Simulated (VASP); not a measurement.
Here is a VASP 6.6.1 calculation.

Contents of INCAR:

```
  PREC = Accurate
  ENCUT = 600
  EDIFF = 1E-7
  ISMEAR = 0
  SIGMA = 0.03
  LREAL = F
  LASPH = T
  NELM = 80
  ALGO = Normal
  ISIF = 3
  LWAVE = F
  LCHARG = F
  IBRION = 2
  NSW = 90
  EDIFFG = -0.005
  KPAR = 4
```

The input KPOINTS:

```
Automatic mesh
0
Gamma
  6 6 6
```

Contents of POSCAR:

```
SnO2                                    
1.0
    4.7051387399      0.0000000000      0.0000000000
    0.0000000000      5.7049473415      0.0000000000
   -0.0000000000      0.0000000000      5.2119921104
  Sn              O             
     4     8
Direct
     0.5000000000000000    0.6672238013097844    0.7500000000000000
     0.0000000000000000    0.8327761986902156    0.2500000000000000
     0.5000000000000000    0.3327761986902157    0.2500000000000000
     0.0000000000000000    0.1672238013097843    0.7500000000000000
     0.7311743860805299    0.6048976253247720    0.0776887256653812
     0.2311743860805300    0.8951023746752280    0.9223112743346190
     0.7688256139194701    0.8951023746752280    0.5776887256653810
     0.2688256139194700    0.6048976253247720    0.4223112743346187
     0.7311743860805299    0.3951023746752281    0.5776887256653810
     0.2311743860805300    0.1048976253247720    0.4223112743346187
     0.7688256139194701    0.1048976253247720    0.0776887256653812
     0.2688256139194700    0.3951023746752281    0.9223112743346190
```

Potentials or basis: VASP PAW LDA potentials, release 64 (Sn_d, O).

Launch:

```sh
$ cat potpaw_LDA.64/Sn_d/POTCAR potpaw_LDA.64/O/POTCAR > POTCAR
$ mpirun -np 4 vasp_std > vasp.out
```

Question: What does it give for the band gap on the k mesh?

Answer: 1.49 eV, direct.

Question: Predict the relaxed cell.

Answer: a = 4.710 Å, b = 5.700 Å, c = 5.213 Å, α = 90.00°, β = 90.00°, γ = 90.00°.

Question: What does it give for the relaxed volume?

Answer: 11.66 Å³/atom.

Final structure:
```yaml
crystal:
  lattice:
    - [4.70959, 0.00000, 0.00000]
    - [0.00000, 5.70016, 0.00000]
    - [0.00000, 0.00000, 5.21292]
  atoms:
    - { symbol: Sn, position: [0.50000, 0.66744, 0.75000] }
    - { symbol: Sn, position: [0.00000, 0.83256, 0.25000] }
    - { symbol: Sn, position: [0.50000, 0.33256, 0.25000] }
    - { symbol: Sn, position: [0.00000, 0.16744, 0.75000] }
    - { symbol: O, position: [0.73100, 0.60484, 0.07767] }
    - { symbol: O, position: [0.23100, 0.89516, 0.92233] }
    - { symbol: O, position: [0.76900, 0.89516, 0.57767] }
    - { symbol: O, position: [0.26900, 0.60484, 0.42233] }
    - { symbol: O, position: [0.73100, 0.39516, 0.57767] }
    - { symbol: O, position: [0.23100, 0.10484, 0.42233] }
    - { symbol: O, position: [0.76900, 0.10484, 0.07767] }
    - { symbol: O, position: [0.26900, 0.39516, 0.92233] }
```

Caveat: spin-orbit coupling is left out, which moves the levels of the heavy elements.
